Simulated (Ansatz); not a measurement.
**Fe, 1 atoms: a relaxation on CPU cores**

The task is the relaxed geometry of Fe in a cell of 1 atom. How long does it take, and what comes out?

Program: Ansatz 0.2 development build. Level of theory: DFT, PBE, PAW, task relax. These are calculated values, not measurements.

**1. The system as given**

Symmetry: Fm-3m, No. 225, cubic system. Conventional cell: a = 3.382 Å, b = 3.382 Å, c = 3.382 Å, α = 90.00°, β = 90.00°, γ = 90.00°. Around Fe (site symmetry m-3m) lie 12 Fe at 2.39 Å.

Structure file:

```cif
data_structure
_symmetry_space_group_name_H-M 'P 1'
_symmetry_Int_Tables_number 1
_cell_length_a 2.3914
_cell_length_b 2.3914
_cell_length_c 2.3914
_cell_angle_alpha 60.000
_cell_angle_beta 60.000
_cell_angle_gamma 60.000
_cell_volume 9.67
loop_
_atom_site_label
_atom_site_type_symbol
_atom_site_fract_x
_atom_site_fract_y
_atom_site_fract_z
_atom_site_occupancy
Fe1 Fe 0.00000 0.00000 0.00000 1
```

**2. The calculation**

File input.yaml:

```yaml
crystal:
  lattice:
    - [0.0, 1.691, 1.691]
    - [1.691, 0.0, 1.691]
    - [1.691, 1.691, 0.0]
  atoms:
    - { symbol: Fe, position: [0.0, 0.0, 0.0], spin: 1.8 }
hamiltonian:
  xc: pbe
  pseudopotentials: { kind: paw }
  dispersion: none
kpoints:
  mp_grid: { kspacing: 0.1 }
magnetization:
  spin_polarized: true
relax:
  cell: {}
scf:
  occupations: { method: fermi_dirac, width: "0.1 eV" }
```

On the command line:

```
> ansatz run input.yaml --threads 4 --max-ram=10GiB --backend cpu --events-out ev
```

Before running it: what results should come out? Wanted: free energy; electrons solved for; SCF passes in all; total and absolute magnetisation; site moments; largest force; pressure; energy from the first step to the last.

The runs gave:

```
                              quantity                                                        value
                           free energy                           -4482.7346 eV (-4482.7346 eV/atom)
                  electrons solved for                                                           16
                     SCF passes in all                                                          212
      total and absolute magnetisation                                                0.99, 1.03 μB
                          site moments                                                  Fe +1.00 μB
                         largest force                                                   0.000 eV/Å
                              pressure                                                     0.01 GPa
energy from the first step to the last       -52.0 meV/atom (a search of other states lies between)
                             wall time  5.9 min (4 threads of Arm Neoverse V2 (Grace), shared host)
```

The largest share of the engine's clock (92 %) was the work after the first SCF. The state found has moments that add up almost wholly. Another start could end lower. With one magnetic atom in the cell no antiparallel order can form. Forces vanish by symmetry, so the stress drives the 12 steps: the pressure went from 19.78 to 0.01 GPa, and the volume changed by +9.2 %.
